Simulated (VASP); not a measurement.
Set up this calculation in VASP 6.6.1, as the native input.

- Task: single point
- Functional: PBEsol
- Potentials or basis: VASP PAW PBE potentials, release 64 (Li_sv, Cl)
- Cutoff: 520 eV
- k mesh: 8 × 8 × 8
- Occupations: gaussian, width 0.05 eV
- Spin: no spin polarisation
- Dipole correction: no
- Further INCAR settings: ALGO = Normal; EDIFF = 1e-07; NBANDS = 12

The structure of LiCl lies in POSCAR:

```
LiCl
1.0
   -0.1226194028      2.5049392283      2.5049392283
    2.5049392283     -0.1226194028      2.5049392283
    2.5049392283      2.5049392283     -0.1226194028
Li Cl
1 1
Direct
    0.0000000000      0.0000000000      0.0000000000
    0.5000000000      0.5000000000      0.5000000000
```

One way to write it, as run:

INCAR

```
SYSTEM = LiCl
  ALGO = Normal
  EDIFF = 1E-7
  ENCUT = 520
  GGA = PS
  ISIF = 2
  ISMEAR = 0
  LASPH = .TRUE.
  LCHARG = .FALSE.
  LREAL = .FALSE.
  LWAVE = .FALSE.
  NBANDS = 12
  NELM = 80
  PREC = Accurate
  SIGMA = 0.05
```

KPOINTS

```
k-points
0
G
  8 8 8
  0 0 0
```

Potentials or basis: VASP PAW PBE potentials, release 64 (Li_sv, Cl).

The run is started by

```bash
$ cat potpaw_PBE.64/Li_sv/POTCAR potpaw_PBE.64/Cl/POTCAR > POTCAR
$ mpirun -np 1 vasp_std > vasp.out
```

It gave:

- Band gap on the k mesh: 5.83 eV, direct

It took 24 s on 1 thread of Intel(R) Xeon(R) Platinum 8259CL CPU @ 2.50GHz (Skylake/Cascade Lake), on a shared host, peak memory 0.16 GiB.
